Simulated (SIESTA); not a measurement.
Runs of SIESTA 5.4.2 on HfO2. It takes space group Pca2_1 (No. 29, orthorhombic). Conventional cell: a = 5.219 Å, b = 5.005 Å, c = 5.033 Å, α = 90.00°, β = 90.00°, γ = 90.00°. Around Hf (site symmetry 1) lie 7 O at 2.02 to 2.23 Å. Around O (site symmetry 1) lie 3 Hf at 2.02 to 2.13 Å. O (site symmetry 1) is surrounded by 4 Hf at 2.11 to 2.23 Å. Measurements of this composition are mostly on another form, of space group No. 14.

| task | level | potentials or basis | k mesh | energy shift | gap on the mesh (eV) | pressure (GPa) | V0 of scaled cells (Å³/atom) | B0 (GPa) | largest force (eV/Å) |
| --- | --- | --- | --- | --- | --- | --- | --- | --- | --- |
| band structure | PBE | PseudoDojo 0.4 standard (PBE files), TZDP (energy shift 0.002 Ry) | 5 × 6 × 5 | 0.002 Ry | 4.38 | 10.6 | - | - | (a) |
| band structure | RPBE | PseudoDojo 0.4 standard (PBE files), DZP (energy shift 0.002 Ry) | 5 × 6 × 5 | 0.002 Ry | 4.34 | 15.9 | - | - | 0.18 |
| equation of state | PBEGcGxLO | PseudoDojo 0.4 standard (PBE files), DZP (energy shift 0.002 Ry) | 4 × 4 × 4 | 0.002 Ry | - | - | 11.09 | 260 | - |
| equation of state | AM05 | PseudoDojo 0.4 standard (PBEsol files), DZP (energy shift 0.002 Ry) | 4 × 4 × 4 | 0.002 Ry | - | - | (c) | 258 | - |
| band structure | PBE | PseudoDojo 0.4 standard (PBE files), TZP (energy shift 0.01 Ry) | 5 × 6 × 5 | 0.01 Ry | 4.29 | 8.8 | - | - | 0.15 |
| equation of state | PBE | SPMS 1.0 (PBE files) or PseudoDojo by element, DZP (energy shift 0.002 Ry) | 4 × 4 × 4 | 0.002 Ry | - | - | 11.40 | 240 | - |
| band structure | PBEsol | PseudoDojo 0.4 standard (PBEsol files), DZP (energy shift 0.002 Ry) | 5 × 6 × 5 | 0.002 Ry | (b) | 2.8 | - | - | 0.13 |

Alike in all rows: no spin polarisation; cell as given; smearing fermi-dirac 0.05 eV; grid cutoff 800 Ry.

Task: Estimate the missing entries.

Result: (a) 0.14; (b) 4.17; (c) 11.08.

Caveats: semicore shells carry a single zeta, which can move pressures by several GPa and volumes by a few percent; the basis of atomic orbitals isn't converged, which shifts pressures, moduli and gaps; spin-orbit coupling is left out, which moves the levels of the heavy elements (some runs); the potentials were made for another functional, which shifts forces and pressure (some runs); the cell was scaled at fixed shape and fractional positions, which overstates the stiffness of a crystal with free parameters, most of all of layers and chains (some runs); so large a pressure means that the cell lies far from this level's equilibrium, or that cutoff or potentials fall short (some runs); the real-space grid breaks translation symmetry, so forces needn't sum to zero (some runs).

A k mesh can miss the band edges, and the runs leave out spin-orbit coupling on Hf.

Not every run made on this cell is shown here.
